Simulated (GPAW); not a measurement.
Input of a GPAW 26.7.0 run:

File run.py:

```python
from ase.eos import EquationOfState
from ase.io import Trajectory
from ase.spacegroup import crystal
from ase.units import GPa
from gpaw import GPAW, PW

# Pd 4a
atoms = crystal(['Pd'],
                basis=[[0.0, 0.0, 0.0]],
                spacegroup=225, setting=1,  # Fm-3m
                cellpar=[3.893, 3.893, 3.893, 90.0, 90.0, 90.0],
                primitive_cell=True)

traj = Trajectory('eos.traj', 'w')
volumes, energies = [], []
for x in [0.94, 0.96, 0.98, 1.0, 1.02, 1.04, 1.06]:
    a = atoms.copy()
    a.set_cell(atoms.cell * x**(1 / 3), scale_atoms=True)
    calc = GPAW(mode=PW(600),
                xc={'name': 'BEEF-vdW', 'backend': 'libvdwxc'},
                kpts={'size': (9, 9, 9), 'gamma': True},
                occupations={'name': 'fermi-dirac', 'width': 0.05},
                nbands=17,
                convergence={'density': 1e-05, 'energy': 1e-05},
                maxiter=150,
                txt=f'eos-{x:.2f}.txt')
    a.calc = calc
    energies.append(a.get_potential_energy(force_consistent=True))
    volumes.append(a.get_volume())
    calc.write(f'eos-{x:.2f}.gpw')
    traj.write(a)
    print(f'{x:.2f} {volumes[-1]:10.4f} A^3 {energies[-1]:14.6f} eV', flush=True)

v0, e0, B = EquationOfState(volumes, energies, eos='birchmurnaghan').fit()
print(f'V0 = {v0:.4f} A^3, E0 = {e0:.6f} eV, B0 = {B / GPa:.2f} GPa')
```

Potentials or basis: GPAW PAW data sets (gpaw-data 1.2.1), pw.

Run with:

```console
$ OMP_NUM_THREADS=1 python run.py
```

**Question.** What does it give for the bulk modulus?

**Answer.** 127 GPa (rough).

**Question.** What does it give for the equilibrium volume?

**Answer.** 16.12 Å³/atom (rough: see the caveat).

Energy against volume, from the lowest point:
```csv
volume (Å³/atom),energy (meV/atom)
13.865,173.77
14.160,123.14
14.455,82.67
14.750,51.14
15.045,27.47
15.340,10.70
15.635,0.00
```

Caveat: the minimum lies outside the volumes run; the PAW data sets were made with another functional, which shifts forces and pressure a little.
